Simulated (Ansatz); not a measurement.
# Al3GaN4: the cost of one run

Program: Ansatz 0.2.0. Level of theory: DFT PBE, scalar-relativistic, plane waves, PAW. These are calculated values, not measurements.

1 further run of the same task is left out (it didn't finish). Runs told in other sessions of the task aren't counted.

## (1) Starting point

Symmetry: I-42m, No. 121, tetragonal system. Conventional cell: a = 4.439 Å, b = 4.439 Å, c = 8.875 Å, α = 90.00°, β = 90.00°, γ = 90.00°. Around Al (site symmetry -4) lie 4 N at 1.91 Å. Al (site symmetry -42m) is surrounded by 4 N at 1.90 Å. Around Ga (site symmetry -42m) lie 4 N at 1.97 Å. Around N (site symmetry m) lie 3 Al at 1.90 to 1.91 Å and 1 Ga at 1.97 Å.

Structure file:

```cif
data_structure
_symmetry_space_group_name_H-M 'I-42m'
_symmetry_Int_Tables_number 121
_cell_length_a 4.4392
_cell_length_b 4.4392
_cell_length_c 8.8748
_cell_angle_alpha 90.000
_cell_angle_beta 90.000
_cell_angle_gamma 90.000
_cell_volume 174.89
loop_
_atom_site_label
_atom_site_type_symbol
_atom_site_symmetry_multiplicity
_atom_site_Wyckoff_symbol
_atom_site_fract_x
_atom_site_fract_y
_atom_site_fract_z
_atom_site_occupancy
Al1 Al 4 d 0.00000 0.50000 0.25000 1
Al2 Al 2 b 0.50000 0.50000 0.00000 1
Ga1 Ga 2 a 0.00000 0.00000 0.00000 1
N1 N 8 i 0.75693 0.24307 0.37201 1
```

The start is the relaxed end of an invented cell (made as: elements ordered on the sites of the GaN type, Al/Ga on Ga (I-42m, No. 121)), taken up again for a closer look.

## (2) A first look at the guess

Input file input.yaml:

```yaml
crystal:
  lattice:
    - [-2.2196201, 2.2196201, 4.4373781]
    - [2.2196201, -2.2196201, 4.4373781]
    - [2.2196201, 2.2196201, -4.4373781]
  atoms:
    - { symbol: Al, position: [0.75, 0.25, 0.5] }
    - { symbol: Al, position: [0.25, 0.75, 0.5] }
    - { symbol: Al, position: [0.5, 0.5, 0.0] }
    - { symbol: Ga, position: [0.0, 0.0, 0.0] }
    - { symbol: "N", position: [0.61508, 0.128935, 0.0] }
    - { symbol: "N", position: [0.128935, 0.61508, 0.0] }
    - { symbol: "N", position: [0.871065, 0.871065, 0.486145] }
    - { symbol: "N", position: [0.38492, 0.38492, 0.513855] }
basis:
  ecutwfc: 420
kpoints:
  mp_grid: { grid: [6, 6, 6] }
hamiltonian:
  xc: pbe
scf:
  occupations: { method: gaussian, width: 0.1 }
  lower_state_search: "off"
output:
  forces: true
  stress: true
  eigenvalues: true
```

The run is started by

```console
> ansatz run input.yaml --threads 4 --pin off --max-ram 8192MiB --backend cpu --events-out ev --progress --plain --runs-dir out
```

What time and memory should one allow on 4 threads of Intel Xeon Platinum 8488C (Sapphire Rapids), shared host?

About 2.4 s, with a peak of 0.46 GiB.
